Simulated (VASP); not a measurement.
A run of VASP 6.6.1 is set up as follows.

INCAR

```
SYSTEM = YN
ALGO = Normal ; BPARAM = 11.95
CPARAM = 0.0093 ; EDIFF = 1E-6
ENCUT = 520 ; ISIF = 2
ISMEAR = 0 ; IVDW_NL = 2
KPAR = 4 ; LASPH = .True.
LCHARG = .False. ; LMAXMIX = 4
LMIXTAU = .True. ; LREAL = .False.
LUSE_VDW = .True. ; LWAVE = .False.
METAGGA = R2SCAN ; NBANDS = 15
NELM = 80 ; PREC = Accurate
SIGMA = 0.02
```

Contents of KPOINTS:

```
k-points
0
Gamma
  10 10 10
  0 0 0
```

File POSCAR:

```
YN                                      
1.0
   -0.0000000000      2.4434190361      2.4434190361
    2.4434190361     -0.0000000000      2.4434190361
    2.4434190361      2.4434190361     -0.0000000000
  Y               N             
     1     1
Direct
     0.0000000000000000    0.0000000000000000    0.0000000000000000
     0.5000000000000000    0.5000000000000000    0.5000000000000000
```

File KPOINTS_OPT:

```
path GXWKGLUWLK,UX
10
line-mode
reciprocal
 0.0000000000  0.0000000000  0.0000000000  G
 0.5000000000  0.0000000000  0.5000000000  X

 0.5000000000  0.0000000000  0.5000000000  X
 0.5000000000  0.2500000000  0.7500000000  W

 0.5000000000  0.2500000000  0.7500000000  W
 0.3750000000  0.3750000000  0.7500000000  K

 0.3750000000  0.3750000000  0.7500000000  K
 0.0000000000  0.0000000000  0.0000000000  G

 0.0000000000  0.0000000000  0.0000000000  G
 0.5000000000  0.5000000000  0.5000000000  L

 0.5000000000  0.5000000000  0.5000000000  L
 0.6250000000  0.2500000000  0.6250000000  U

 0.6250000000  0.2500000000  0.6250000000  U
 0.5000000000  0.2500000000  0.7500000000  W

 0.5000000000  0.2500000000  0.7500000000  W
 0.5000000000  0.5000000000  0.5000000000  L

 0.5000000000  0.5000000000  0.5000000000  L
 0.3750000000  0.3750000000  0.7500000000  K

 0.6250000000  0.2500000000  0.6250000000  U
 0.5000000000  0.0000000000  0.5000000000  X
```

Potentials or basis: VASP PAW PBE potentials, release 64 (Y_sv, N).

Command:

```sh
$ cat potpaw_PBE.64/Y_sv/POTCAR potpaw_PBE.64/N/POTCAR > POTCAR
$ mpirun -np 4 vasp_std > vasp.out
```

Q: Predict the band gap on the k mesh.

A: 0.56 eV, indirect (least direct gap 0.97 eV).

Q: What does it give for the pressure?

A: 0.0 GPa.

Levels at the corners of the path, in eV from the valence-band top:
```tsv
point	band 5	band 6	band 7	band 8	band 9	band 10	band 11	band 12
Γ	-13.66	0.00	0.00	0.00	3.57	3.57	3.57	4.85
X	-13.28	-1.54	-0.40	-0.40	0.56	7.37	7.81	8.44
X	-13.28	-1.54	-0.40	-0.40	0.56	7.37	7.81	8.44
W	-12.77	-2.19	-1.54	-1.54	4.46	4.46	7.86	8.45
W	-12.77	-2.19	-1.54	-1.54	4.46	4.46	7.86	8.45
K	-12.80	-2.18	-1.61	-1.34	2.86	6.82	7.57	8.29
K	-12.80	-2.18	-1.61	-1.34	2.86	6.82	7.57	8.29
Γ	-13.66	0.00	0.00	0.00	3.57	3.57	3.57	4.85
Γ	-13.66	0.00	0.00	0.00	3.57	3.57	3.57	4.85
L	-11.89	-4.08	-2.30	-2.30	6.26	6.91	6.91	7.31
L	-11.89	-4.08	-2.30	-2.30	6.26	6.91	6.91	7.31
U	-12.80	-2.18	-1.61	-1.34	2.86	6.82	7.57	8.29
U	-12.80	-2.18	-1.61	-1.34	2.86	6.82	7.57	8.29
W	-12.77	-2.19	-1.54	-1.54	4.46	4.46	7.86	8.45
W	-12.77	-2.19	-1.54	-1.54	4.46	4.46	7.86	8.45
L	-11.89	-4.08	-2.30	-2.30	6.26	6.91	6.91	7.31
L	-11.89	-4.08	-2.30	-2.30	6.26	6.91	6.91	7.31
K	-12.80	-2.18	-1.61	-1.34	2.86	6.82	7.57	8.29
U	-12.80	-2.18	-1.61	-1.34	2.86	6.82	7.57	8.29
X	-13.28	-1.54	-0.40	-0.40	0.56	7.37	7.81	8.44
```

Caveat: the PAW data sets were made with another functional, which shifts forces and pressure a little. r2SCAN opens gaps a little over a GGA but as a rule still falls short of measured ones.
